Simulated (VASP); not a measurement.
# TiAl3 (I4/mmm) in VASP: single point with PBE+D3(BJ)

Aim: the single point of TiAl3 with PBE+D3(BJ).

Program: VASP 6.6.1. These are calculated values, not measurements. Logs are shortened: lines on timing, memory, paths and dates and some standing lists are left out, and cuts for length are marked.

## (1) The cell of the first run

Symmetry: I4/mmm, No. 139, tetragonal system. Conventional cell: a = 3.795 Å, b = 3.795 Å, c = 8.497 Å, α = 90.00°, β = 90.00°, γ = 90.00°. Around Ti (site symmetry 4/mmm) lie 12 Al at 2.68 to 2.85 Å. Around Al (site symmetry 4/mmm) lie 4 Ti at 2.68 Å and 8 Al at 2.85 Å. Al (site symmetry -4m2) has 8 Al at 2.68 to 2.85 Å and 4 Ti at 2.85 Å as nearest neighbours.

The cell comes from a database or a generator and needn't be the stable form of this composition.

## (2) Single point, PBE+D3(BJ) (relaxed again under DFT PBE+D3(BJ), scalar-relativistic, plane waves, PAW)

The input, INCAR:

```
PREC = Accurate ; ENCUT = 520
EDIFF = 1E-6 ; ISMEAR = 0
SIGMA = 0.1 ; LREAL = False
LASPH = True ; NELM = 100
ALGO = Fast ; ISIF = 2
LWAVE = False ; LCHARG = False
GGA = PE ; IVDW = 12
NBANDS = 18
```

The input, KPOINTS:

```
regular mesh
0
Gamma
  16 16 16
```

The input, POSCAR:

```
TiAl3
1.0
   -1.8973259892      1.8973259892      4.2484991951
    1.8973259892     -1.8973259892      4.2484991951
    1.8973259892      1.8973259892     -4.2484991951
Ti Al
1 3
Direct
    0.0000000000      0.0000000000      0.0000000000
    0.5000000000      0.5000000000      0.0000000000
    0.7500000000      0.2500000000      0.5000000000
    0.2500000000      0.7500000000      0.5000000000
```

Potentials or basis: VASP PAW PBE potentials, release 64 (Ti_sv, Al).

Run with:

```console
$ cat potpaw_PBE.64/Ti_sv/POTCAR potpaw_PBE.64/Al/POTCAR > POTCAR
$ mpirun -np 1 vasp_std > vasp.out
```

OUTCAR:

```text
PREC = Accurate
   ENCUT = 520
   EDIFF = 1E-6
   ISMEAR = 0
   LREAL = False
   LASPH = True
   NELM = 100
   ISIF = 2
   GGA = PE
   IVDW = 12
 IVDW          = 12

 ion  position               nearest neighbor table
   1  0.000  0.000  0.000-   2 2.68   2 2.68   2 2.68   2 2.68   4 2.85   3 2.85   4 2.85   4 2.85
                             3 2.85   3 2.85   4 2.85   3 2.85
   2  0.500  0.500  0.000-   1 2.68   1 2.68   1 2.68   1 2.68   4 2.85   3 2.85   4 2.85   3 2.85
                             4 2.85   4 2.85   3 2.85   3 2.85
   3  0.750  0.250  0.500-   4 2.68   4 2.68   4 2.68   4 2.68   2 2.85   1 2.85   2 2.85   1 2.85
                             2 2.85   2 2.85   1 2.85   1 2.85
   4  0.250  0.750  0.500-   3 2.68   3 2.68   3 2.68   3 2.68   2 2.85   1 2.85   2 2.85   2 2.85
                             1 2.85   1 2.85   2 2.85   1 2.85

  LATTYP: Found a body centered tetragonal cell.
 ALAT       =     3.7946519784
 C/A-ratio  =     2.2392036051

  Lattice vectors:

 A1 = (  -1.8973259892,   1.8973259892,   4.2484991951)
 A2 = (   1.8973259892,  -1.8973259892,   4.2484991951)
 A3 = (   1.8973259892,   1.8973259892,  -4.2484991951)

Analysis of symmetry for initial positions (statically):
=====================================================================
 Subroutine PRICEL returns:
 Original cell was already a primitive cell.

 Routine SETGRP: Setting up the symmetry group for a
 body centered tetragonal supercell.

 Subroutine GETGRP returns: Found 16 space group operations
 (whereof 16 operations were pure point group operations)
 out of a pool of 16 trial point group operations.

The static configuration has the point symmetry D_4h.

Analysis of symmetry for dynamics (positions and initial velocities):
=====================================================================
 Subroutine PRICEL returns:
 Original cell was already a primitive cell.

 Routine SETGRP: Setting up the symmetry group for a
 body centered tetragonal supercell.

 Subroutine GETGRP returns: Found 16 space group operations
 (whereof 16 operations were pure point group operations)
 out of a pool of 16 trial point group operations.

The dynamic configuration has the point symmetry D_4h.

 Subroutine INISYM returns: Found 16 space group operations
 (whereof 16 operations are pure point group operations),
 and found     1 'primitive' translations

----------------------------------------------------------------------------------------

                                     Primitive cell

  volume of cell :      61.1758

  direct lattice vectors                    reciprocal lattice vectors
    -1.897325989  1.897325989  4.248499195     0.000000000  0.263528778  0.117688618
     1.897325989 -1.897325989  4.248499195     0.263528778  0.000000000  0.117688618
     1.897325989  1.897325989 -4.248499195     0.263528778  0.263528778  0.000000000

  length of vectors
     5.024881812  5.024881812  5.024881812     0.288613977  0.288613977  0.372685972

  position of ions in fractional coordinates (direct lattice)
     0.000000000  0.000000000  0.000000000
     0.500000000  0.500000000  0.000000000
     0.750000000  0.250000000  0.500000000
     0.250000000  0.750000000  0.500000000

  ion indices of the primitive-cell ions
   primitive index   ion index
                 1           1
                 2           2
                 3           3
                 4           4

----------------------------------------------------------------------------------------

 KPOINTS: regular mesh

Automatic generation of k-mesh.
 Grid dimensions read from file:
 generate k-points for:   16   16   16

 Generating k-lattice:

  Cartesian coordinates                     Fractional coordinates (reciprocal lattice)
     0.000000000  0.016470549  0.007355539     0.062500000 -0.000000000  0.000000000
     0.016470549  0.000000000  0.007355539    -0.000000000  0.062500000  0.000000000
     0.016470549  0.016470549  0.000000000     0.000000000  0.000000000  0.062500000

  Length of vectors
     0.018038374  0.018038374  0.023292873

  Shift w.r.t. Gamma in fractional coordinates (k-lattice)
     0.000000000  0.000000000  0.000000000

 Subroutine IBZKPT returns following result:
 ===========================================

 Found    349 irreducible k-points:

 Following reciprocal coordinates:
            Coordinates               Weight
  0.000000  0.000000  0.000000      1.000000
  0.062500 -0.000000  0.000000      8.000000
  0.125000 -0.000000  0.000000      8.000000
  0.187500 -0.000000  0.000000      8.000000
  0.250000 -0.000000  0.000000      8.000000
  0.312500 -0.000000  0.000000      8.000000
[... 16 lines left out ...]
 -0.125000  0.062500 -0.000000     16.000000
 -0.062500  0.062500  0.000000      4.000000
 [... further k-points ...]
   k-points           NKPTS =    349   k-points in BZ     NKDIM =    349   number of bands    NBANDS=     18
   number of dos      NEDOS =    301   number of ions     NIONS =      4
   total plane-waves  NPLWV =  64000
   dimension x,y,z NGX =    40 NGY =   40 NGZ =   40
   dimension x,y,z NGXF=    80 NGYF=   80 NGZF=   80
   ions per type =               1   3
   NGX,Y,Z   is equivalent  to a cutoff of  13.23, 13.23, 13.23 a.u.
   NGXF,Y,Z  is equivalent  to a cutoff of  26.47, 26.47, 26.47 a.u.
 SYSTEM =  unknown system
   PREC   = accura    normal or accurate (medium, high low for compatibility)
   ISTART =      0    job   : 0-new  1-cont  2-samecut
   ICHARG =      2    charge: 1-file 2-atom 10-const
   ISPIN  =      1    spin polarized calculation?
   LNONCOLLINEAR =      F non collinear calculations
   LSORBIT =      F    spin-orbit coupling
   LASPH  =      T    aspherical Exc in radial PAW
   ENCUT  =  520.0 eV  38.22 Ry    6.18 a.u.   9.34  9.34  9.34*2*pi/ulx,y,z
   NELM   =    100;   NELMIN=  2; NELMDL= -5     # of ELM steps
   EDIFF  = 0.1E-05   stopping-criterion for ELM
   LREAL  =      F    real-space projection
   EDIFFG = 0.1E-04   stopping-criterion for IOM
   NSW    =      0    number of steps for IOM
   IBRION =     -1    ionic relax: 0-MD 1-quasi-New 2-CG
   NFREE  =      0    steps in history (QN), initial steepest desc. (CG)
   ISIF   =      2    stress and relaxation
   ISYM   =      2    0-nonsym 1-usesym 2-fastsym
   POTIM  = 0.5000    time-step for ionic-motion
   TEBEG  =    0.0;   TEEND  =   0.0 temperature during run
   PSTRESS=    0.0 pullay stress
   NELECT =      21.0000    total number of electrons
   NUPDOWN=      -1.0000    fix difference up-down
   EMIN   =  10.00;   EMAX   =-10.00  energy-range for DOS
   EFERMI =   0.00;   METHOD = LEGACY
   ISMEAR =     0;   SIGMA  =   0.10  broadening in eV -4-tet -1-fermi 0-gaus
   EFERMI_NEDOS =   21; number of points for ismear=-14 and -15
   IALGO  =     68    algorithm
   IMIX   =      4    mixing-type and parameters
     AMIX     =   0.40;   BMIX     =  1.00
     AMIX_MAG =   1.60;   BMIX_MAG =  1.00
  volume/ion in A,a.u.               =      15.29       103.21
  Fermi-wavevector in a.u.,A,eV,Ry     =   1.146273  2.166142 17.877268  1.313942
  Thomas-Fermi vector in A             =   2.282958
   LORBIT       =      0    0 simple, 1 ext, 2 COOP (PROOUT), +10 PAW based schemes
   GGA     = PE    functional components
   LHFCALC =     F    Hartree Fock is set to
   AEXX    =    0.0000 exact exchange contribution
   IVDW    =    12    specifies the selected vdW correction
   LEPSILON=     F    determine dielectric tensor
   LRPA    =     F    only Hartree local field effects (RPA)
 non-spin polarized calculation
 RMM-DIIS sequential band-by-band and
 Gauss-broadening in eV      SIGMA  =   0.10
  energy-cutoff  :      520.00
  volume of cell :       61.18
 maximum number of plane-waves:      1662
 NGX is ok and might be reduce to    40
   NGX = 19   NGY = 19   NGZ = 19

 number of electron      20.9999999 magnetization

 Free energy of the ion-electron system (eV)
  ---------------------------------------------------
  ext. energy  EPLUGINS =         0.00000000
  ---------------------------------------------------
  free energy    TOTEN  =       -20.62890840 eV

  energy without entropy =      -20.62044199  energy(sigma->0) =      -20.62467520

 E-fermi :   8.5948     XC(G=0): -10.8830

 val. band max:        8.5863687968   @ k =  -0.0625   0.1250   0.0625
 cond. band min:       8.5995307680   @ k =  -0.1250   0.3750   0.0625
 fundamental gap:      0.0131619712
 Fermi energy:         8.5948128487

 k-point     1 :       0.0000    0.0000    0.0000
  band No.  band energies     occupation
      1     -47.7923      2.00000
      2     -24.1155      2.00000
      3     -24.1155      2.00000
      4     -24.0356      2.00000
      5      -1.6559      2.00000
      6       5.7091      2.00000
[... 10 lines left out ...]
     17      12.5256      0.00000
     18      12.5394      0.00000

 k-point     2 :       0.0625   -0.0000    0.0000
  band No.  band energies     occupation
      1     -47.7922      2.00000
      2     -24.1167      2.00000
      3     -24.1155      2.00000
      4     -24.0356      2.00000
      5      -1.6061      2.00000
      6       5.4315      2.00000
[... 10 lines left out ...]
     17      12.5488      0.00000
     18      12.8312      0.00000

 k-point     3 :       0.1250   -0.0000    0.0000
  band No.  band energies     occupation
      1     -47.7921      2.00000
      2     -24.1201      2.00000
      3     -24.1153      2.00000
      4     -24.0354      2.00000
      5      -1.4574      2.00000
      6       5.0872      2.00000
[... 412 lines left out ...]
 k-point    23 :      -0.1250    0.0625   -0.0000
  band No.  band energies     occupation
      1     -47.7920      2.00000
      2     -24.1200      2.00000
      3     -24.1164      2.00000
      4     -24.0353      2.00000
      5      -1.4405      2.00000
      6       5.4585      2.00000
[... 10 lines left out ...]
     17      12.7814      0.00000
     18      13.5538      0.00000

 k-point    24 :      -0.0625    0.0625    0.0000
  band No.  band energies     occupation
      1     -47.7922      2.00000
      2     -24.1167      2.00000
      3     -24.1165      2.00000
      4     -24.0355      2.00000
      5      -1.5728      2.00000
      6       5.7795      2.00000
[... 10 lines left out ...]
     17      12.6733      0.00000
     18      12.9190      0.00000

 [... further k-points ...]

------------------------ aborting loop because EDIFF is reached ----------------------------------------

 Edisp (eV)   -1.73938

 E8    (eV) :    -0.7939

  FORCE on cell =-STRESS in cart. coord.  units (eV):
  Direction    XX          YY          ZZ          XY          YZ          ZX
  --------------------------------------------------------------------------------------
  -------------------------------------------------------------------------------------
  Total      -0.02246    -0.02246    -0.02593     0.00000     0.00000     0.00000
  in kB      -0.58830    -0.58830    -0.67911     0.00000     0.00000     0.00000
  external pressure =       -0.62 kB  Pullay stress =        0.00 kB

 VOLUME and BASIS-vectors are now :
 -----------------------------------------------------------------------------
  energy-cutoff  :      520.00
  volume of cell :       61.18
      direct lattice vectors                 reciprocal lattice vectors
    -1.897325989  1.897325989  4.248499195     0.000000000  0.263528778  0.117688618
     1.897325989 -1.897325989  4.248499195     0.263528778  0.000000000  0.117688618
     1.897325989  1.897325989 -4.248499195     0.263528778  0.263528778  0.000000000

 POSITION                                       TOTAL-FORCE (eV/Angst)
 -----------------------------------------------------------------------------------
      0.00000      0.00000      0.00000        -0.000000      0.000000     -0.000000
      0.00000      0.00000      4.24850        -0.000000      0.000000     -0.000000
      0.00000      1.89733      2.12425        -0.000000     -0.000000      0.000000
      1.89733      0.00000      2.12425         0.000000     -0.000000      0.000000
 -----------------------------------------------------------------------------------
    total drift:                               -0.000000     -0.000000     -0.000000

  FREE ENERGIE OF THE ION-ELECTRON SYSTEM (eV)
  ---------------------------------------------------
  free  energy   TOTEN  =       -22.3682891097 eV

  energy  without entropy=      -22.3598226995  energy(sigma->0) =      -22.36405590
```

Wall time 16 min (1 thread of Intel Xeon Platinum 8488C (Sapphire Rapids), shared host); peak memory 0.53 GiB.

What came out:

* Free energy: -22.3683 eV
* Pressure: -0.1 GPa
* Band gap on the k mesh: none (metal or under the smearing width)
* Dispersion energy per atom: -0.435 eV

Caveat: pairwise dispersion overbinds metals, which lowers pressure and volume.
